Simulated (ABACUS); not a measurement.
GaSb:

```
Sb Ga
1.0
     0.00000    3.05900    3.05900
     3.05900    0.00000    3.05900
     3.05900    3.05900    0.00000
Sb Ga
1 1
Direct
  0.75000 0.75000 0.75000
  0.00000 0.00000 0.00000
```

```yaml
Program: ABACUS 3.10.1
Task: relaxation of cell and atoms
Functional: LDA-PW92
Potentials_or_basis: PseudoDojo NC SR 0.4.1 LDA standard
Cutoff: 1143 eV
Density_cutoff: 4572 eV
Basis: plane waves
k_mesh: 6 × 6 × 6
Occupations: fermi-dirac, width 0.05 eV
Spin: no spin polarisation
```

At the start: pressure -1.7 GPa; volume 28.62 Å³/atom.

Problem. Where does the relaxation end?

Solution. Over 8 steps the energy falls by 5.1 meV/atom and the volume is 27.60 Å³/atom (-3.6 %); space group F-43m (No. 216, to 0.05 Å).

The path:
```tsv
step	energy change (eV)	largest force (eV/Å)	pressure (GPa)	volume (Å³)
1	0.0000	0.0000	-1.70	57.25
2	-0.0026	0.0000	-1.49	56.99
3	-0.0064	0.0000	-1.07	56.50
4	-0.0095	0.0000	-0.51	55.87
5	-0.0102	0.0000	0.14	55.16
6	-0.0102	0.0000	0.13	55.17
7	-0.0103	0.0000	0.13	55.18
8	-0.0103	0.0000	0.11	55.19
```

Final structure:
```cif
data_structure
_symmetry_space_group_name_H-M 'P 1'
_symmetry_Int_Tables_number 1
_cell_length_a 4.2736
_cell_length_b 4.2736
_cell_length_c 4.2736
_cell_angle_alpha 60.000
_cell_angle_beta 60.000
_cell_angle_gamma 60.000
_cell_volume 55.19
loop_
_atom_site_label
_atom_site_type_symbol
_atom_site_fract_x
_atom_site_fract_y
_atom_site_fract_z
_atom_site_occupancy
Sb1 Sb 0.75000 0.75000 0.75000 1
Ga1 Ga 0.00000 0.00000 0.00000 1
```
